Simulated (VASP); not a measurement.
# Pt (Fm-3m) in VASP: elastic constants with LDA

Aim: the elastic constants of Pt with LDA.

Program: VASP 6.6.1. These are calculated values, not measurements. Logs are shortened: lines on timing, memory, paths and dates and some standing lists are left out, and cuts for length are marked.

## 1. The crystal as given

Symmetry: Fm-3m, No. 225, cubic system. Conventional cell: a = 3.943 Å, b = 3.943 Å, c = 3.943 Å, α = 90.00°, β = 90.00°, γ = 90.00°. Around Pt (site symmetry m-3m) lie 12 Pt at 2.79 Å.

## 2. Elastic constants, LDA

POSCAR

```
Pt
1.0
    0.0000000000      1.9715751800      1.9715751800
    1.9715751800      0.0000000000      1.9715751800
    1.9715751800      1.9715751800      0.0000000000
Pt
1
Direct
    0.0000000000      0.0000000000      0.0000000000
```

INCAR.step1

```
  PREC = Accurate
  ENCUT = 600
  EDIFF = 1E-8
  ISMEAR = 0
  SIGMA = 0.1
  LREAL = F
  LASPH = T
  NELM = 60
  ALGO = Normal
  ISIF = 3
  LWAVE = F
  LCHARG = F
  GGA = CA
  IBRION = 2
  NSW = 40
  EDIFFG = -0.002
```

INCAR.step2

```
  PREC = Accurate
  ENCUT = 600
  EDIFF = 1E-8
  ISMEAR = 0
  SIGMA = 0.1
  LREAL = F
  LASPH = T
  NELM = 60
  ALGO = Normal
  ISIF = 3
  LWAVE = F
  LCHARG = F
  GGA = CA
  IBRION = 6
  NFREE = 2
  POTIM = 0.015
  NSW = 1
```

KPOINTS

```
Automatic mesh
0
Gamma
  24 24 24
```

Potentials or basis: VASP PAW LDA potentials, release 64 (Pt).

Run with:

```console
$ cat potpaw_LDA.64/Pt/POTCAR > POTCAR
$ cp INCAR.step1 INCAR
$ mpirun -np 1 vasp_std > vasp.out
$ cp CONTCAR POSCAR
$ cp INCAR.step2 INCAR
$ mpirun -np 1 vasp_std > vasp.out
```

OUTCAR:

```text
PREC = Accurate
   ENCUT = 600
   EDIFF = 1E-8
   ISMEAR = 0
   LREAL = F
   LASPH = T
   NELM = 60
   ISIF = 3
   GGA = CA
   IBRION = 6
   NFREE = 2
   POTIM = 0.015
   NSW = 1

 ion  position               nearest neighbor table
   1  0.000  0.000  0.000-

  LATTYP: Found a face centered cubic cell.
 ALAT       =     3.8974721101

  Lattice vectors:

 A1 = (   0.0000000000,   1.9487360550,   1.9487360550)
 A2 = (   1.9487360550,   0.0000000000,   1.9487360550)
 A3 = (   1.9487360550,   1.9487360550,   0.0000000000)

Analysis of symmetry for initial positions (statically):
=====================================================================
 Subroutine PRICEL returns:
 Original cell was already a primitive cell.

 Routine SETGRP: Setting up the symmetry group for a
 face centered cubic supercell.

 Subroutine GETGRP returns: Found 48 space group operations
 (whereof 48 operations were pure point group operations)
 out of a pool of 48 trial point group operations.

The static configuration has the point symmetry O_h .

Analysis of symmetry for dynamics (positions and initial velocities):
=====================================================================
 Subroutine PRICEL returns:
 Original cell was already a primitive cell.

 Routine SETGRP: Setting up the symmetry group for a
 face centered cubic supercell.

 Subroutine GETGRP returns: Found 48 space group operations
 (whereof 48 operations were pure point group operations)
 out of a pool of 48 trial point group operations.

The dynamic configuration has the point symmetry O_h .

 Subroutine INISYM returns: Found 48 space group operations
 (whereof 48 operations are pure point group operations),
 and found     1 'primitive' translations

----------------------------------------------------------------------------------------
[... 340 lines left out ...]
  band No.  band energies     occupation
      1       1.0504      2.00000
      2       7.5710      2.00000
      3       7.5710      2.00000
      4       7.5710      2.00000
      5       9.8330      2.00000
      6       9.8330      2.00000
      7      26.0739      0.00000
      8      31.1031      0.00000
      9      31.1031      0.00000
[... 265 lines left out ...]
 k-point    24 :       0.4583    0.0417    0.0000
  band No.  band energies     occupation
      1       4.0071      2.00000
      2       7.4952      2.00000
      3       7.6058      2.00000
      4       9.9863      2.00000
      5      11.5148      0.84655
      6      11.7828      0.00007
      7      18.2185      0.00000
      8      25.8963      0.00000
      9      30.5509      0.00000

 [... further k-points ...]

------------------------ aborting loop because EDIFF is reached ----------------------------------------

  FORCE on cell =-STRESS in cart. coord.  units (eV):
  Direction    XX          YY          ZZ          XY          YZ          ZX
  --------------------------------------------------------------------------------------
  -------------------------------------------------------------------------------------
  Total       -0.0013591     -0.0013591     -0.0013591      0.0000000     -0.0000000      0.0000000
  in kB       -0.1471153     -0.1471153     -0.1471153      0.0000000     -0.0000000      0.0000000
  external PRESSURE =      -0.1471153 kB  Pullay stress =       0.0000000 kB
[... 16 lines left out ...]
  FREE ENERGIE OF THE ION-ELECTRON SYSTEM (eV)
  ---------------------------------------------------
  free  energy   TOTEN  =        -7.5098788114 eV

  energy  without entropy=       -7.4994287943  energy(sigma->0) =       -7.50465380

 INTERNAL STRAIN TENSORS FROM STRAINED CELLS
 ============================================

 INTERNAL STRAIN TENSOR FOR ION    1 for displacements in x,y,z  (eV/Angst):
          X           Y           Z          XY          YZ          ZX
  --------------------------------------------------------------------------------
  x     0.00000     0.00000    -0.00000     0.00000     0.00000     0.00000
  y    -0.00000    -0.00000    -0.00000    -0.00000     0.00000     0.00000
  z    -0.00000    -0.00000     0.00000     0.00000     0.00000     0.00000

 INTERNAL STRAIN TENSORS FROM DISPLACED ATOMS
 ============================================

 INTERNAL STRAIN TENSOR FOR ION    1 for displacements in x,y,z  (eV/Angst):
          X           Y           Z          XY          YZ          ZX
  --------------------------------------------------------------------------------
  x     0.00000     0.00000     0.00000     0.00000     0.00000     0.00000
  y     0.00000     0.00000     0.00000     0.00000     0.00000     0.00000
  z     0.00000     0.00000     0.00000     0.00000     0.00000     0.00000

 Eigenvectors and eigenvalues of the dynamical matrix
 ----------------------------------------------------

   1 f/i=    0.000000 THz     0.000000 2PiTHz    0.000000 cm-1     0.000000 meV
             X         Y         Z           dx          dy          dz
      0.000000  0.000000  0.000000     0.990992   -0.133918    0.000000

   2 f/i=    0.000000 THz     0.000000 2PiTHz    0.000000 cm-1     0.000000 meV
             X         Y         Z           dx          dy          dz
      0.000000  0.000000  0.000000    -0.133918   -0.990992    0.000000

   3 f/i=    0.000000 THz     0.000000 2PiTHz    0.000000 cm-1     0.000000 meV
             X         Y         Z           dx          dy          dz
      0.000000  0.000000  0.000000     0.000000    0.000000    1.000000

--------------------------------------------------------------------------------------------------------

 ELASTIC MODULI CONTR FROM IONIC RELAXATION (kBar)
 Direction    XX          YY          ZZ          XY          YZ          ZX
 --------------------------------------------------------------------------------
 XX           0.0000      0.0000      0.0000      0.0000      0.0000      0.0000
 YY           0.0000      0.0000      0.0000      0.0000      0.0000      0.0000
 ZZ           0.0000      0.0000      0.0000      0.0000      0.0000      0.0000
 XY           0.0000      0.0000      0.0000      0.0000      0.0000      0.0000
 YZ           0.0000      0.0000      0.0000      0.0000      0.0000      0.0000
 ZX           0.0000      0.0000      0.0000      0.0000      0.0000      0.0000
 --------------------------------------------------------------------------------

 TOTAL ELASTIC MODULI (kBar)
 Direction    XX          YY          ZZ          XY          YZ          ZX
 --------------------------------------------------------------------------------
 XX        3774.2674   2721.9266   2721.9266     -0.0000     -0.0000      0.0000
 YY        2721.9266   3774.2674   2721.9266     -0.0000     -0.0000      0.0000
 ZZ        2721.9266   2721.9266   3774.2674      0.0000     -0.0000      0.0000
 XY          -0.0000     -0.0000      0.0000    814.0564      0.0000     -0.0000
 YZ          -0.0000     -0.0000     -0.0000      0.0000    814.0564      0.0000
 ZX           0.0000      0.0000      0.0000     -0.0000      0.0000    814.0564
 --------------------------------------------------------------------------------
```

OUTCAR.step1:

```text
PREC = Accurate
   ENCUT = 600
   EDIFF = 1E-8
   ISMEAR = 0
   LREAL = F
   LASPH = T
   NELM = 60
   ISIF = 3
[... 714 lines left out ...]
  -------------------------------------------------------------------------------------
  Total       -0.0001341     -0.0001341     -0.0001341     -0.0000000      0.0000000     -0.0000000
  in kB       -0.0145202     -0.0145202     -0.0145202     -0.0000000      0.0000000     -0.0000000
  external PRESSURE =      -0.0145202 kB  Pullay stress =       0.0000000 kB
[... 16 lines left out ...]
  FREE ENERGIE OF THE ION-ELECTRON SYSTEM (eV)
  ---------------------------------------------------
  free  energy   TOTEN  =        -7.5099796488 eV

  energy  without entropy=       -7.4995295928  energy(sigma->0) =       -7.50475462

 reached required accuracy - stopping structural energy minimisation
```

It took 1.6 h on 1 thread of AMD EPYC 7R43 (Zen 3), shared host; peak memory 1.1 GiB.

Results:

| Property | Result |
| --- | --- |
| Relaxed volume | 14.80 Å³/atom |
| Relaxed cell | a = 2.756 Å, b = 2.756 Å, c = 2.756 Å, α = 60.00°, β = 60.00°, γ = 60.00° |
| Space group after relaxing (to 0.05 Å) | Fm-3m (No. 225) |
| Elastic constants C11, C12, C44 | 377, 272, 81 GPa |
| Voigt bulk modulus | 307 GPa |

Step by step:
```tsv
step	energy change (eV)	largest force (eV/Å)	pressure (GPa)	volume (Å³)
1	0.0000	0.0000	-9.77	15.33
2	0.1536	0.0000	41.78	13.35
3	-0.0166	0.0000	-0.44	14.82
4	-0.0167	0.0000	-0.08	14.80
5	-0.0167	0.0000	0.14	14.79
6	-0.0166	0.0000	-0.34	14.82
7	-0.0167	0.0000	0.00	14.80
```

Final structure:
```cif
data_structure
_symmetry_space_group_name_H-M 'P 1'
_symmetry_Int_Tables_number 1
_cell_length_a 2.7559
_cell_length_b 2.7559
_cell_length_c 2.7559
_cell_angle_alpha 60.000
_cell_angle_beta 60.000
_cell_angle_gamma 60.000
_cell_volume 14.80
loop_
_atom_site_label
_atom_site_type_symbol
_atom_site_fract_x
_atom_site_fract_y
_atom_site_fract_z
_atom_site_occupancy
Pt1 Pt 0.00000 0.00000 0.00000 1
```

Elastic tensor in Voigt notation (GPa, in the Cartesian axes of the cell as first typed):
```
377 272 272   0   0   0
272 377 272   0   0   0
272 272 377   0   0   0
  0   0   0  81   0   0
  0   0   0   0  81   0
  0   0   0   0   0  81
```

Clamped-ion elastic tensor (GPa):
```
377 272 272   0   0   0
272 377 272   0   0   0
272 272 377   0   0   0
  0   0   0  81   0   0
  0   0   0   0  81   0
  0   0   0   0   0  81
```

The run has no spin-orbit coupling, so splittings on Pt are missing.
